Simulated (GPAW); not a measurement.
Runs of GPAW 26.7.0 on CuO. It takes space group P6_3mc (No. 186, hexagonal). The conventional cell has a = 3.288 Å, b = 3.288 Å, c = 5.385 Å, α = 90.00°, β = 90.00°, γ = 120.00°. Cu (site symmetry 3m) has 4 O at 2.01 to 2.02 Å as nearest neighbours. O (site symmetry 3m) is surrounded by 4 Cu at 2.01 to 2.02 Å. Measurements of this composition are mostly on another form, of space group No. 15.

```tsv
level	U	gap on the mesh (eV)	pressure (GPa)	largest force (eV/Å)
PBE+U	Cu d U = 6 eV	none	-7.4	0.02
PBE+U	Cu d U = 1 eV	none	-8.0	0.07
PBE+U	Cu d U = 2 eV	none	-7.9	0.06
PBE+U	Cu d U = 3 eV	none	(c)	0.05
PBE	-	none	-8.0	0.08
PBE+U	Cu d U = 5 eV	none	(b)	0.03
PBE+U	Cu d U = 8 eV	none	(d)	-
PBE+U	Cu d U = 4 eV	none	-7.7	(a)
```

Alike in all rows: task single point; potentials or basis GPAW PAW data sets (gpaw-data 1.2.1), pw; no spin polarisation; cell as given; k mesh 9 × 9 × 5; cutoff (eV) 800; smearing fermi-dirac 0.05 eV.

Estimate the missing entries.

(a) 0.04; (b) -7.6; (c) -7.8; (d) -7.0.

Caveats: with this Cu data set, volumes or pressures lay over 1.5 % or 2 GPa off other programs in two to four cells of ten; the run has no spin polarisation, though such a crystal can be magnetic; U without spin polarisation on a metal has little footing (some runs); semilocal functionals often make such compounds metallic where correlation or magnetic order opens a gap, which also shifts bond lengths (some runs).

A gap of «none» marks a metal or a gap under the smearing width.
